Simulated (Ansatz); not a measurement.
SnS2, space group P-3m1, a band structure

With Ansatz 0.2.0, Python API.

Notebook, run cell by cell (the value of a cell's last expression is shown):

In [1]:
```python
from pathlib import Path
import warnings

import ansatz as az
import matplotlib.pyplot as plt
import numpy as np
from pymatgen.core import Lattice, Structure
from pymatgen.io.ase import AseAtomsAdaptor

XC = "pbe"
KGRID = (6, 6, 4)
SMEARING = "fermi_dirac"
SMEARING_WIDTH = 0.05
EXTRA_BANDS = 10
```

In [2]:
```python
warnings.simplefilter("ignore", az.DeckWarning)
```

In [3]:
```python
pmg_structure = Structure(
    Lattice([[3.639, 0.0, 0.0], [-1.8195, 3.15146644, 0.0], [0.0, 0.0, 5.868]]),
    ["Sn", "S", "S"],
    [
        [0.0, 0.0, 0.0],
        [1 / 3, 2 / 3, 0.25],
        [2 / 3, 1 / 3, 0.75],
    ],
)
system = az.Crystal.from_ase(AseAtomsAdaptor.get_atoms(pmg_structure))

# high-symmetry points in fractions of the reciprocal vectors
path = [
    ("G", (0.0, 0.0, 0.0)),
    ("M", (0.5, 0.0, 0.0)),
    ("K", (0.33333, 0.33333, 0.0)),
    ("G", (0.0, 0.0, 0.0)),
    ("A", (0.0, 0.0, 0.5)),
    ("L", (0.5, 0.0, 0.5)),
    ("H", (0.33333, 0.33333, 0.5)),
]
base = (
    system.calculation()
    .functional(XC)
    .kpoints(*KGRID)
    .occupations(SMEARING, width=SMEARING_WIDTH)
    .band_structure([point for _, point in path], intervals=8)
    .scf(extra_bands=EXTRA_BANDS)
    .density()
    .potential()
    .output_files(volumetric_format=["xsf", "npy"])
    .band_table()
)
def show(event):
    row = event["data"]
    if event["event"] == "scf_iter" and row.get("harris_foulkes_ev") is not None:
        print(f"  iteration {row['iter']:3d}  Harris-Foulkes {row['harris_foulkes_ev']:.5f} eV  residual {row['dr2_ev']:.2e}")
```

In [4]:
```python
result = base.session().plan().execute(on_event=show)
rep = result.report
```
```text
  iteration   1  Harris-Foulkes -7829.39431 eV  residual 6.57e-04
  iteration   2  Harris-Foulkes -7829.39363 eV  residual 2.69e-04
  iteration   3  Harris-Foulkes -7829.39373 eV  residual 2.62e-05
  iteration   4  Harris-Foulkes -7829.39374 eV  residual 5.81e-06
  iteration   5  Harris-Foulkes -7829.39374 eV  residual 2.02e-07
  iteration   6  Harris-Foulkes -7829.39374 eV  residual 5.67e-09
```

In [5]:
```python
rep["kweights"]
```
Out [5]:
```text
[0.006944444444444444, 0.013888888888888888, 0.006944444444444444, 0.041666666666666664,
 0.041666666666666664, 0.041666666666666664, 0.041666666666666664, 0.041666666666666664,
 0.041666666666666664, 0.041666666666666664, 0.041666666666666664, 0.020833333333333332,
 0.041666666666666664, 0.020833333333333332, 0.041666666666666664, 0.08333333333333333,
 0.041666666666666664, 0.08333333333333333, 0.08333333333333333, 0.08333333333333333,
 0.08333333333333333, 0.013888888888888888, 0.027777777777777776, 0.013888888888888888]
```

In [6]:
```python
rep["n_electrons"]
```
Out [6]:
```text
26.0
```

In [7]:
```python
energy = rep["free_energy_ev"]
print("F of the SnS2 cell: {:.6f} eV = {:.6f} Ry = {:.6f} Ha".format(energy, energy / 13.605693, energy / 27.211386))
print("Fermi level {:.4f} eV, {} k-points, {} symmetry operations".format(rep["fermi_energy_ev"], rep["n_kpoints"], rep["n_symmetry_ops"]))
```
```text
F of the SnS2 cell: -7829.393739 eV = -575.449831 Ry = -287.724916 Ha
Fermi level 7.3756 eV, 24 k-points, 12 symmetry operations
```

In [8]:
```python
folder = Path(result.write_results("volumes"))
print(sorted(path.name for path in folder.iterdir()))
head = (folder / "rho.xsf").read_text().split("BEGIN_BLOCK")[0]
print(head)
```
```text
['bands.tsv', 'fields.json', 'rho.npy', 'rho.xsf', 'rho_z.tsv', 'v_es.npy', 'v_es.xsf', 'v_tot.npy', 'v_tot.xsf', 'v_z.tsv']
CRYSTAL
PRIMVEC
    3.639000    0.000000    0.000000
   -1.819500    3.151466    0.000000
    0.000000    0.000000    5.868000
PRIMCOORD
    3    1
   50    0.000000    0.000000    0.000000
   16    0.000000    2.100978    1.467000
   16    1.819500    1.050489    4.401000
```

In [9]:
```python
# direct or indirect, as far as the mesh can tell
levels = np.array(rep["eigenvalues_ev"])
filled = round(rep["n_electrons"] / 2)
top, bottom = levels[:, filled - 1], levels[:, filled]
print("top of band", filled, "at k =", rep["kpoints_frac"][top.argmax()], f"{top.max():.4f} eV")
print("bottom of band", filled + 1, "at k =", rep["kpoints_frac"][bottom.argmin()], f"{bottom.min():.4f} eV")
print(f"gap by band count {bottom.min() - top.max():.3f} eV, least direct gap {(bottom - top).min():.3f} eV")
```
```text
top of band 13 at k = [0.0, 0.0, 0.0] 6.6542 eV
bottom of band 14 at k = [0.0, -0.5, 0.25] 8.1209 eV
gap by band count 1.467 eV, least direct gap 1.946 eV
```

In [10]:
```python
bands = result.band_structure()
fermi = bands.fermi_energy_ev
print(f"zero of the bands: {fermi:.3f} eV, the Fermi level found on the SCF mesh")
reciprocal = 2 * np.pi * np.linalg.inv(result.lattice.cell_ang).T
steps = np.linalg.norm(np.diff(bands.kpoints_frac @ reciprocal, axis=0), axis=1)
distance = np.concatenate([[0], np.cumsum(steps)])
fig, ax = plt.subplots(figsize=(5, 4))
for channel, colour in zip(bands.channels, ("C0", "C3")):
    ax.plot(distance, channel.eigenvalues_ev - fermi, colour, lw=1)
ax.set_xticks(distance[::8], [label for label, _ in path])
ax.set(ylim=(-6, 6), ylabel="E - E_F (eV)", xlim=(0, distance[-1]))
ax.grid(axis="x")
fig.savefig("bands.png", dpi=100)
first = bands.channels[0].eigenvalues_ev - fermi
near = np.argsort(np.abs(first.mean(axis=0)))[:4]
for band in sorted(near):
    print(f"band {band + 1}: {first[:, band].min():.3f} to {first[:, band].max():.3f} eV")
```
```text
zero of the bands: 7.376 eV, the Fermi level found on the SCF mesh
band 11: -4.345 to -1.076 eV
band 12: -2.484 to -0.859 eV
band 13: -2.151 to -0.713 eV
band 14: 0.782 to 2.418 eV
```

Caveats:
- Absolute energies stand on the zero of these potentials, so only differences at equal settings mean something. A total without «per atom» is that of the whole cell that was run.
- Semilocal gaps usually lie well under measured ones.
- The zero of the levels is a convention of the potentials, so an absolute Fermi energy is no work function.
- In a crystal with a gap the Fermi level's place inside it depends on smearing and mesh.
- The fields are valence quantities on the plane-wave grid; their values near the nuclei depend on the potentials.
- The structure is a deposited one; some such entries were measured under pressure or heat, so a shift against it needn't be the functional's error alone.
- Gaps and levels are Kohn-Sham values on a finite set of k-points, without spin-orbit coupling.
- Hardware and time: 4.7 s on 1 thread of Arm Neoverse V1, with other jobs on the host, peak memory 0.46 GiB.
